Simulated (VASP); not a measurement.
# Br (Immm) in VASP: a series of runs

One crystal, Br, is run at these levels: r2SCAN; tasks: single point.

Program: VASP 6.6.1. These are calculated values, not measurements. Logs are shortened: lines on timing, memory, paths and dates and some standing lists are left out, and cuts for length are marked.

## 1. The structure

The structure is orthorhombic, space group Immm (No. 71). The conventional cell has a = 2.574 Å, b = 3.440 Å, c = 7.156 Å, α = 90.00°, β = 90.00°, γ = 90.00°. Br (site symmetry mmm) has 2 Br at 2.57 Å as nearest neighbours.

## 2. Single point, r2SCAN

INCAR

```
SYSTEM = Br
PREC = Accurate ; ENCUT = 350
EDIFF = 1E-6 ; ISMEAR = 0
SIGMA = 0.05 ; LREAL = .False.
LASPH = .True. ; NELM = 100
ALGO = Normal ; ISIF = 2
LWAVE = .False. ; LCHARG = .False.
METAGGA = R2SCAN ; LMIXTAU = .True.
NBANDS = 10 ; ADDGRID = .False.
```

KPOINTS

```
regular mesh
0
Gamma
  5 5 5
  0 0 0
```

POSCAR

```
Br
1.0
   -1.2867684050      1.7199972000      3.5779911600
    1.2867684050     -1.7199972000      3.5779911600
    1.2867684050      1.7199972000     -3.5779911600
Br
1
Direct
    0.0000000000      0.0000000000      0.0000000000
```

Potentials or basis: VASP PAW PBE potentials, release 64 (Br).

Started as:

```
cat potpaw_PBE.64/Br/POTCAR > POTCAR
mpirun -np 1 vasp_std > vasp.out
```

OUTCAR:

```text
SYSTEM = Br
   PREC = Accurate
   ENCUT = 350
   EDIFF = 1E-6
   ISMEAR = 0
   LREAL = .False.
   LASPH = .True.
   NELM = 100
   ISIF = 2
   METAGGA = R2SCAN

 Found     27 irreducible k-points:

 Following reciprocal coordinates:
            Coordinates               Weight
  0.000000  0.000000  0.000000      1.000000
  0.200000  0.000000 -0.000000      4.000000
  0.400000 -0.000000  0.000000      4.000000
  0.000000  0.200000  0.000000      4.000000
  0.200000  0.200000  0.000000      8.000000
  0.400000  0.200000  0.000000      8.000000
   k-points           NKPTS =     27   k-points in BZ     NKDIM =     27   number of bands    NBANDS=     10
   number of dos      NEDOS =    301   number of ions     NIONS =      1
   total plane-waves  NPLWV =  21952
   dimension x,y,z NGX =    28 NGY =   28 NGZ =   28
   dimension x,y,z NGXF=    56 NGYF=   56 NGZF=   56
   ions per type =               1
   NGX,Y,Z   is equivalent  to a cutoff of  11.15, 11.15, 11.15 a.u.
   NGXF,Y,Z  is equivalent  to a cutoff of  22.31, 22.31, 22.31 a.u.
 SYSTEM =  Br
   PREC   = accura    normal or accurate (medium, high low for compatibility)
   ISTART =      0    job   : 0-new  1-cont  2-samecut
   ICHARG =      2    charge: 1-file 2-atom 10-const
   ISPIN  =      1    spin polarized calculation?
   LNONCOLLINEAR =      F non collinear calculations
   LSORBIT =      F    spin-orbit coupling
   LASPH  =      T    aspherical Exc in radial PAW
   ENCUT  =  350.0 eV  25.72 Ry    5.07 a.u.   6.37  6.37  6.37*2*pi/ulx,y,z
   NELM   =    100;   NELMIN=  2; NELMDL= -5     # of ELM steps
   EDIFF  = 0.1E-05   stopping-criterion for ELM
   LREAL  =      F    real-space projection
   EDIFFG = 0.1E-04   stopping-criterion for IOM
   NSW    =      0    number of steps for IOM
   IBRION =     -1    ionic relax: 0-MD 1-quasi-New 2-CG
   NFREE  =      0    steps in history (QN), initial steepest desc. (CG)
   ISIF   =      2    stress and relaxation
   ISYM   =      2    0-nonsym 1-usesym 2-fastsym
   POTIM  = 0.5000    time-step for ionic-motion
   TEBEG  =    0.0;   TEEND  =   0.0 temperature during run
   PSTRESS=    0.0 pullay stress
   NELECT =       7.0000    total number of electrons
   NUPDOWN=      -1.0000    fix difference up-down
   EMIN   =  10.00;   EMAX   =-10.00  energy-range for DOS
   EFERMI =   0.00;   METHOD = LEGACY
   ISMEAR =     0;   SIGMA  =   0.05  broadening in eV -4-tet -1-fermi 0-gaus
   EFERMI_NEDOS =   21; number of points for ismear=-14 and -15
   IALGO  =     38    algorithm
   IMIX   =      4    mixing-type and parameters
     AMIX     =   0.40;   BMIX     =  1.00
     AMIX_MAG =   1.60;   BMIX_MAG =  1.00
  volume/ion in A,a.u.               =      31.68       213.76
  Fermi-wavevector in a.u.,A,eV,Ry     =   0.989764  1.870383 13.328717  0.979633
  Thomas-Fermi vector in A             =   2.121386
   LORBIT       =      0    0 simple, 1 ext, 2 COOP (PROOUT), +10 PAW based schemes
   METAGGA = R2SCAN    functional components
   LHFCALC =     F    Hartree Fock is set to
   AEXX    =    0.0000 exact exchange contribution
   IVDW    =     0    specifies the selected vdW correction
   LEPSILON=     F    determine dielectric tensor
   LRPA    =     F    only Hartree local field effects (RPA)
 non-spin polarized calculation
 Gauss-broadening in eV      SIGMA  =   0.05
  energy-cutoff  :      350.00
  volume of cell :       31.68
 maximum number of plane-waves:       485
 NGX is ok and might be reduce to    28
   NGX = 13   NGY = 13   NGZ = 13

 number of electron       7.0000000 magnetization

 Free energy of the ion-electron system (eV)
  ---------------------------------------------------
  ext. energy  EPLUGINS =         0.00000000
  ---------------------------------------------------
  free energy    TOTEN  =       -12.76064701 eV

  energy without entropy =      -12.75744594  energy(sigma->0) =      -12.75904648

 E-fermi :  -0.3944     XC(G=0):  -8.6343

 val. band max:       -0.4013202663   @ k =   0.2000   0.2000   0.0000
 cond. band min:      -0.3584917754   @ k =  -0.2000   0.2000   0.0000
 fundamental gap:      0.0428284908
 Fermi energy:        -0.3943641511

 k-point     1 :       0.0000    0.0000    0.0000
  band No.  band energies     occupation
      1     -16.5858      2.00000
      2      -2.1651      2.00000
      3      -1.3636      2.00000
      4       4.0055      0.00000
      5       5.8361      0.00000
      6       9.8500      0.00000
      7      12.6294      0.00000
      8      13.6439      0.00000
      9      15.2100      0.00000
     10      20.8749      0.00000

 k-point     2 :       0.2000    0.0000   -0.0000
  band No.  band energies     occupation
      1     -16.4265      2.00000
      2      -2.7081      2.00000
      3      -2.2275      2.00000
      4       4.0586      0.00000
      5       7.1374      0.00000
      6      10.1855      0.00000
      7      11.8568      0.00000
      8      13.7741      0.00000
      9      19.4968      0.00000
     10      21.3025      0.00000

 k-point     3 :       0.4000   -0.0000    0.0000
  band No.  band energies     occupation
      1     -16.1470      2.00000
      2      -4.1907      2.00000
      3      -2.4756      2.00000
      4       4.1474      0.00000
      5       7.0543      0.00000
      6      11.9116      0.00000
      7      13.9118      0.00000
      8      15.5548      0.00000
      9      18.7926      0.00000
     10      20.7876      0.00000

 k-point     4 :       0.0000    0.2000    0.0000
  band No.  band energies     occupation
      1     -15.8028      2.00000
      2      -1.7785      2.00000
      3      -0.7834      2.00000
      4      -0.4626      1.94624
      5       7.1023      0.00000
      6      10.5167      0.00000
      7      13.6968      0.00000
      8      14.1143      0.00000
      9      16.7155      0.00000
     10      17.5797      0.00000

 k-point     5 :       0.2000    0.2000    0.0000
  band No.  band energies     occupation
      1     -15.6236      2.00000
      2      -2.3478      2.00000
      3      -1.7445      2.00000
      4      -0.4013      1.15598
      5       8.5486      0.00000
      6      10.9405      0.00000
      7      13.3738      0.00000
      8      14.9345      0.00000
      9      16.2419      0.00000
     10      19.2776      0.00000

 k-point     6 :       0.4000    0.2000    0.0000
  band No.  band energies     occupation
      1     -15.3684      2.00000
      2      -3.5061      2.00000
      3      -2.0212      2.00000
      4      -0.2546      0.00008
      5       8.1735      0.00000
      6      12.2148      0.00000
      7      14.3039      0.00000
      8      16.0140      0.00000
      9      17.5349      0.00000
     10      18.5722      0.00000

 [... further k-points ...]

------------------------ aborting loop because EDIFF is reached ----------------------------------------

  FORCE on cell =-STRESS in cart. coord.  units (eV):
  Direction    XX          YY          ZZ          XY          YZ          ZX
  --------------------------------------------------------------------------------------
  -------------------------------------------------------------------------------------
  Total        1.0745413     -0.1081775     -0.0532214     -0.0000000      0.0000000      0.0000000
  in kB       54.3508486     -5.4716747     -2.6919669     -0.0000000      0.0000000      0.0000000
  external PRESSURE =      15.3957357 kB  Pullay stress =       0.0000000 kB

 VOLUME and BASIS-vectors are now :
 -----------------------------------------------------------------------------
  energy-cutoff  :      350.00
  volume of cell :       31.68
      direct lattice vectors                 reciprocal lattice vectors
    -1.286768405  1.719997200  3.577991160     0.000000000  0.290698148  0.139743218
     1.286768405 -1.719997200  3.577991160     0.388570312  0.000000000  0.139743218
     1.286768405  1.719997200 -3.577991160     0.388570312  0.290698148  0.000000000

 POSITION                                       TOTAL-FORCE (eV/Angst)
 -----------------------------------------------------------------------------------
      0.00000      0.00000      0.00000         0.000000      0.000000     -0.000000
 -----------------------------------------------------------------------------------
    total drift:                               -0.000000      0.000000      0.000000

  FREE ENERGIE OF THE ION-ELECTRON SYSTEM (eV)
  ---------------------------------------------------
  free  energy   TOTEN  =       -12.7606470135 eV

  energy  without entropy=      -12.7574459436  energy(sigma->0) =      -12.75904648
```

It took 40 s on 1 thread of Intel Xeon Platinum 8375C at 2.90GHz (Ice Lake), shared host; peak memory 0.16 GiB.

The run converged, but some of its settings lie outside the range that counts as converged, so its numbers aren't taken as properties of the crystal.

Results:

```yaml
Free_energy: -12.7606 eV
Pressure: 1.5 GPa
Band_gap_on_the_k_mesh: none (metal or under the smearing width)
```

Caveat: the k mesh is coarse (spacing up to 0.61 Å⁻¹), so the values aren't converged; the PAW data sets were made with another functional, which shifts forces and pressure a little; an odd number of electrons without spin polarisation forces a metal; a magnetic or distorted state may lie lower.

## 3. Single point, r2SCAN

INCAR: that of step 2 with these lines changed.

```diff
@@ -1,3 +1,3 @@
 SYSTEM = Br
-PREC = Accurate ; ENCUT = 350
+PREC = Accurate ; ENCUT = 550
 EDIFF = 1E-6 ; ISMEAR = 0
```

KPOINTS

```
regular mesh
0
Gamma
  4 4 4
  0 0 0
```

POSCAR is that of step 2.

Potentials or basis: VASP PAW PBE potentials, release 64 (Br).

Started as:

```
cat potpaw_PBE.64/Br/POTCAR > POTCAR
mpirun -np 1 vasp_std > vasp.out
```

Run time: 23 s. Hardware: 1 thread of Intel Xeon Platinum 8375C at 2.90GHz (Ice Lake), shared host; peak memory 0.17 GiB.

These settings aren't checked as converged: the numbers below hold their error.

Results:

| Quantity | Value |
| --- | --- |
| Free energy | -13.0210 eV |
| Pressure | 2.5 GPa |
| Band gap on the k mesh | none (metal or under the smearing width) |

Caveat: the k mesh is coarse (spacing up to 0.76 Å⁻¹), so the values aren't converged; the PAW data sets were made with another functional, which shifts forces and pressure a little; an odd number of electrons without spin polarisation forces a metal; a magnetic or distorted state may lie lower.

## 4. Single point, r2SCAN

INCAR: that of step 3 with these lines changed.

```diff
@@ -1,3 +1,3 @@
 SYSTEM = Br
-PREC = Accurate ; ENCUT = 550
+PREC = Accurate ; ENCUT = 250
 EDIFF = 1E-6 ; ISMEAR = 0
```

KPOINTS

```
regular mesh
0
Gamma
  6 6 6
  0 0 0
```

POSCAR is that of step 3.

Started as:

```
cat potpaw_PBE.64/Br/POTCAR > POTCAR
mpirun -np 1 vasp_std > vasp.out
```

It took 26 s on 1 thread of Intel Xeon Platinum 8375C at 2.90GHz (Ice Lake), shared host; peak memory 0.13 GiB.

These settings aren't checked as converged: the numbers below hold their error.

Results:

- Free energy: -12.9886 eV
- Pressure: -0.2 GPa
- Band gap on the k mesh: none (metal or under the smearing width)

Caveat: the k mesh is coarse (spacing up to 0.51 Å⁻¹), so the values aren't converged; the cutoff is under 1.25 times the usual one of these potentials, so pressure, stress and relaxed cells hold a basis-set (Pulay) error; the PAW data sets were made with another functional, which shifts forces and pressure a little; an odd number of electrons without spin polarisation forces a metal; a magnetic or distorted state may lie lower.

## 5. Single point, r2SCAN

INCAR: that of step 4 with these lines changed.

```diff
@@ -1,3 +1,3 @@
 SYSTEM = Br
-PREC = Accurate ; ENCUT = 250
+PREC = Accurate ; ENCUT = 400
 EDIFF = 1E-6 ; ISMEAR = 0
```

KPOINTS

```
regular mesh
0
Gamma
  5 5 5
  0 0 0
```

POSCAR is that of step 4.

Started as:

```
cat potpaw_PBE.64/Br/POTCAR > POTCAR
mpirun -np 1 vasp_std > vasp.out
```

Run time: 42 s. Hardware: 1 thread of Intel Xeon Platinum 8375C at 2.90GHz (Ice Lake), shared host; peak memory 0.15 GiB.

These settings aren't checked as converged: the numbers below hold their error.

What came out:

```
Free energy            : -12.7610 eV
Pressure               : 1.5 GPa
Band gap on the k mesh : none (metal or under the smearing width)
```

Caveat: the k mesh is coarse (spacing up to 0.61 Å⁻¹), so the values aren't converged; the PAW data sets were made with another functional, which shifts forces and pressure a little; an odd number of electrons without spin polarisation forces a metal; a magnetic or distorted state may lie lower.

## 6. The reference run

An earlier run on the cell as given: functional PBE; potentials or basis VASP PAW PBE potentials, release 64 (Br); cutoff 520 eV; k mesh 13 × 13 × 13; occupations fermi-dirac, width 0.05 eV; no spin polarisation.

- Pressure: 1.1 GPa
- Band gap on the k mesh: none (metal or under the smearing width)
